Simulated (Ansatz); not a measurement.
BP:

```
P B
1.0
     0.00000    2.26900    2.26900
     2.26900    0.00000    2.26900
     2.26900    2.26900    0.00000
P B
1 1
Direct
  0.75000 0.75000 0.75000
  0.00000 0.00000 0.00000
```

```yaml
Program: Ansatz 0.2.0
Task: relaxation of cell and atoms
Functional: revPBE
Potentials_or_basis: Ansatz PAW
Cutoff: "420 eV (not typed: the program's choice for these potentials)"
k_mesh: 10 × 10 × 10
Occupations: fermi-dirac, width 0.05 eV
Spin: no spin polarisation
```

At the start: volume 11.68 Å³/atom.

Task: Where does the relaxation end?

Result: It ends after 6 steps and the volume is 11.92 Å³/atom (+2.0 %); space group F-43m (No. 216, to 0.05 Å).

Step by step:
```tsv
step	energy change (eV)	largest force (eV/Å)	volume (Å³)
1	0.0000	0.0000	23.36
2	-0.0036	0.0000	23.62
3	-0.0044	0.0000	23.83
4	-0.0048	0.0000	23.83
5	-0.0048	0.0000	23.84
6	-0.0048	0.0000	23.84
```

Final structure:
```xyz
2
Lattice="0.0000 2.2843 2.2843 2.2843 0.0000 2.2843 2.2843 2.2843 0.0000" Properties=species:S:1:pos:R:3 pbc="T T T"
P     3.4264    3.4264    3.4264
B     0.0000    0.0000    0.0000
```

Caveat: the plane-wave basis is chosen anew once the cell has moved, so the energies of steps on either side of that aren't comparable; the PAW data sets come from PBE, with cores solved anew for the run's functional, which leaves a small shift of forces and pressure.
